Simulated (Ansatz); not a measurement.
# NaI with two functionals, pressure 50 GPa

Take NaI in the rock salt structure (space group Fm-3m, No. 225; a = 6.529 Å) as the base.

(Cell as relaxed with PBE.)

Levels (all Ansatz, a program for electronic structure, PAW): PBE (420 eV, no spin-orbit coupling); r2SCAN (500 eV, without spin-orbit coupling).

Each level relaxes its own structure.

```csv
base,PBE,r2SCAN
volume per atom,34.79 Å³,33.70 Å³
lattice parameter a,652.9 pm,646.0 pm
band gap,3.58 eV,4.45 eV
```

Modification: a hydrostatic pressure of 50 GPa.

| quantity | PBE | r2SCAN |
|---|---|---|
| band gap | 3.16 eV | … |
| shift of the gap caused by the change | -0.42 eV | … |
| shortest interatomic distance | 260.5 pm | … |

Q: Predict the r2SCAN column.

A: 
- band gap, r2SCAN: 3.68 eV
- shift of the gap caused by the change, r2SCAN: -0.77 eV
- shortest interatomic distance, r2SCAN: 260.8 pm

PBE's band gap lies 0.52 eV below r2SCAN's; PBE's shift of the gap caused by the change lies 0.35 eV above r2SCAN's; PBE's shortest interatomic distance lies 0.25 pm below r2SCAN's (0.1 %). Neither level is exact; r2SCAN is the comparison here, not a measurement.

Spin-orbit coupling, missing from the scalar runs, can matter with I. Load acts through the strain it causes; cell and atoms are relaxed under it. Stability against distortions was not tested. Competing high-pressure phases were not computed.
